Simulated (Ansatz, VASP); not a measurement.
**Au in VASP and in Ansatz**

Contents of INCAR:

```
ALGO = Fast ; EDIFF = 1E-7
ENCUT = 520 ; GGA = PS
ISIF = 2 ; ISMEAR = -1
LASPH = T ; LCHARG = T
LELF = T ; LREAL = F
LVHAR = T ; LWAVE = F
NBANDS = 18 ; NELM = 100
PREC = Accurate ; SIGMA = 0.05
```

KPOINTS

```
k-points
0
Gamma
  10 10 6
```

File POSCAR:

```
Au
1.0
    2.7774372439      0.0000000000      0.0000000000
   -0.0127802532      2.7820643814      0.0000000000
   -1.1225128459     -1.1693899293      4.8574651452
Au
2
Direct
    0.6728620000      0.6659620000      0.2740550000
    0.3271380000      0.3340380000      0.7259450000
```

File input.yaml:

```yaml
crystal:
  lattice:
    - [2.7774372439, 0.0, 0.0]
    - [-0.0127802532, 2.7820643814, 0.0]
    - [-1.1225128459, -1.1693899293, 4.8574651452]
  atoms:
    - { symbol: Au, position: [0.672862, 0.665962, 0.274055] }
    - { symbol: Au, position: [0.327138, 0.334038, 0.725945] }
hamiltonian:
  xc: pbesol
  pseudopotentials: { kind: paw }
kpoints:
  mp_grid: { grid: [10, 10, 6] }
scf:
  occupations: { method: fermi_dirac, width: 0.05 }
output:
  forces: true
  stress: true
  eigenvalues: true
  write_density: true
  write_potential: true
  elf: true
  volumetric_format: npy
```

This isn't the form of Au at room conditions, which is fcc.

Alike in both runs: task single point; functional PBEsol; k mesh 10 × 10 × 6; occupations fermi-dirac, width 0.05 eV; no spin polarisation.

|  | VASP | Ansatz |
| --- | --- | --- |
| version | VASP 6.6.1 | Ansatz 0.2.0 |
| potentials or method | VASP PAW PBE potentials, release 64 (Au) | Ansatz PAW |
| plane-wave cutoff (eV) | 520 | 420 |
| valence electrons in the cell | 22 | 38 |

|  | VASP | Ansatz | Ansatz less VASP |
| --- | --- | --- | --- |
| gap on the k mesh at the Fermi level (eV) | none | none | - |
| pressure (GPa) | -3.3 | -3.2 | +0.14 |
| largest component of the traceless stress (GPa) | 1.61 | 1.62 | +0.014 |
| rms of the force components (eV/Å) | 0.052 | 0.052 | -0.0007 |

Atom by atom the forces differ by 0.002 eV/Å (rms over components). A gap of «none» marks a metal or a gap that the smearing closes. The two sets of potentials don't hold the same shells in valence.

Caveats: the PAW data sets were made with another functional, which shifts forces and pressure a little (VASP); the PAW data sets come from PBE, with cores solved anew for the run's functional, which leaves a small shift of forces and pressure (Ansatz). Spin-orbit coupling is left out, which matters for the levels of Au.
